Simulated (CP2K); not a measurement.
Settings test, CP2K on SnO

Simulated with CP2K 2026.2. This is a test of settings. The cell was built from a prototype and was relaxed with r2SCAN in plane waves (Ansatz 0.2.0). Not every such cell is a known phase. All runs are without spin polarisation.

Space group Pm-3m (No. 221), cubic; a = 3.103 Å in the conventional setting, 14.94 Å³ an atom. Sn is surrounded by 8 O at 2.69 Å; O is surrounded by 8 Sn at 2.69 Å.

The base run uses PBE in the DZVP-MOLOPT-SR basis.

```
&GLOBAL
 PROJECT run
 RUN_TYPE ENERGY_FORCE
 PRINT_LEVEL LOW
&END GLOBAL
&FORCE_EVAL
 METHOD QS
 STRESS_TENSOR ANALYTICAL
 &DFT
  BASIS_SET_FILE_NAME BASIS_MOLOPT
  POTENTIAL_FILE_NAME GTH_POTENTIALS
  &QS
   EXTRAPOLATION USE_GUESS
  &END QS
  &MGRID
   CUTOFF 500
   REL_CUTOFF 50
  &END MGRID
  &XC
   &XC_FUNCTIONAL PBE
   &END XC_FUNCTIONAL
  &END XC
  &KPOINTS
   SCHEME MONKHORST-PACK 5 5 5
   SYMMETRY F
   FULL_GRID F
  &END KPOINTS
  &SCF
   ADDED_MOS 8
   EPS_SCF 1e-6
   MAX_SCF 80
   &DIAGONALIZATION
   &END DIAGONALIZATION
   &MIXING
    METHOD BROYDEN_MIXING
    ALPHA 0.3
   &END MIXING
   &SMEAR
    METHOD FERMI_DIRAC
    ELECTRONIC_TEMPERATURE [K] 232
   &END SMEAR
   &PRINT
    &ITERATION_INFO
    &END ITERATION_INFO
   &END PRINT
  &END SCF
  &PRINT
   &BAND_STRUCTURE
    FILE_NAME bands.bs
    ADDED_MOS 6
    &KPOINT_SET
     UNITS B_VECTOR
     SPECIAL_POINT 0.00000000 0.00000000 0.00000000
     NPOINTS 0
    &END KPOINT_SET
    &KPOINT_SET
     UNITS B_VECTOR
     SPECIAL_POINT 0.00000000 0.50000000 0.00000000
     NPOINTS 0
    &END KPOINT_SET
    &KPOINT_SET
     UNITS B_VECTOR
     SPECIAL_POINT 0.50000000 0.50000000 0.00000000
     NPOINTS 0
    &END KPOINT_SET
    &KPOINT_SET
     UNITS B_VECTOR
     SPECIAL_POINT 0.50000000 0.50000000 0.50000000
     NPOINTS 0
    &END KPOINT_SET
    &KPOINT_SET
     UNITS B_VECTOR
     SPECIAL_POINT 0.00000000 0.12500000 -0.50000000
     NPOINTS 0
    &END KPOINT_SET
   &END BAND_STRUCTURE
  &END PRINT
 &END DFT
 &SUBSYS
  &CELL
   A 3.10340678 0.00000000 0.00000000
   B -0.00000000 3.10340678 0.00000000
   C -0.00000000 -0.00000000 3.10340678
  &END CELL
  &COORD
   SCALED
   Sn -0.00000000 -0.00000000 0.00000000
   O 0.50000000 0.50000000 0.50000000
  &END COORD
  &KIND Sn
   BASIS_SET DZVP-MOLOPT-SR-GTH
   POTENTIAL GTH-PBE
  &END KIND
  &KIND O
   BASIS_SET DZVP-MOLOPT-SR-GTH
   POTENTIAL GTH-PBE
  &END KIND
 &END SUBSYS
 &PRINT
  &STRESS_TENSOR
  &END STRESS_TENSOR
  &FORCES
  &END FORCES
 &END PRINT
&END FORCE_EVAL
```

Command: `cp2k.psmp -i run.inp`. It took 5.8 s on 2 threads of Arm Neoverse V2 (shared host), peak memory 0.22 GiB.

It converged with no gap (an overlap of 0.23 eV at the points read) and a pressure of 6.17 GPa (positive in compression). Pressures on CP2K's grid carry noise of some tenths of a GPa.

Each further run moved one setting: XC_FUNCTIONAL (functional, with the PBE potentials kept); KPOINTS (Monkhorst-Pack mesh); CUTOFF (density grid cutoff in Ry); ALPHA (mixing weight); ELECTRONIC_TEMPERATURE (smearing temperature in K). Changes are from the base run, which isn't itself converged in every setting; energies of another Hamiltonian, functional, basis or charge aren't compared, and those at a high electronic temperature are mostly its entropy term. CP2K's gap is over the listed points.

```
                                         setting  how it ended  gap change (eV)  energy change (meV/atom)  pressure change (GPa)  time (s)
                              XC_FUNCTIONAL = BP     converged             0.06                         –                   0.90       6.8
                                 KPOINTS = 7x7x7     converged             0.01                      -0.1                  -0.21       9.6
                                    CUTOFF = 280     converged             0.00                      -5.2                   0.02       6.9
                                     ALPHA = 0.6     converged             0.00                       0.0                   0.00       6.2
                                    CUTOFF = 200     converged             0.00                     -10.3                   0.38       4.8
ELECTRONIC_TEMPERATURE = 20000 (poor on purpose)     converged             0.48                   -1814.1                  18.02       6.8
```

ALPHA = 0.6 changes nothing that matters here.

No spin-orbit coupling is included; it can move band edges with weight on the heavy atoms by tenths of an eV.
